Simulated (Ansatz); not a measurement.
# Ge in Ansatz: the effect of functional

Crystal: Ge.

```
Ge
1.0
     0.00000    2.88574    5.11566
     2.63050    0.00000    5.11566
     2.63050    2.88574    0.00000
Ge
4
Direct
  0.72649 0.27351 0.72649
  0.27351 0.72649 0.27351
  0.21813 0.21813 0.78187
  0.78187 0.78187 0.21813
```

This isn't the form of Ge at room conditions, which is diamond.

Alike in all runs:

- Program: Ansatz 0.2.0
- Task: band structure
- Potentials or basis: Ansatz PAW
- k mesh: 5 × 5 × 5
- Occupations: fermi-dirac, width 0.05 eV
- Spin: no spin polarisation

Task: One run gave: pressure -5.3 GPa; largest force 0.12 eV/Å. Which functional did it use?
A. BLYP
B. LDA
C. r2SCAN

Result: B.

| functional | cutoff | pressure (GPa) | largest force (eV/Å) |
| --- | --- | --- | --- |
| LDA | 420 eV | -5.3 | 0.12 |
| BLYP | 420 eV | 6.0 | 0.12 |
| r2SCAN | 500 eV | -2.6 | 0.21 |

Caveats: the PAW data sets come from PBE, with cores solved anew for the run's functional, which leaves a small shift of forces and pressure; the potentials were made for another functional, which shifts forces and pressure (some runs).

Not every run made on this cell is shown here.
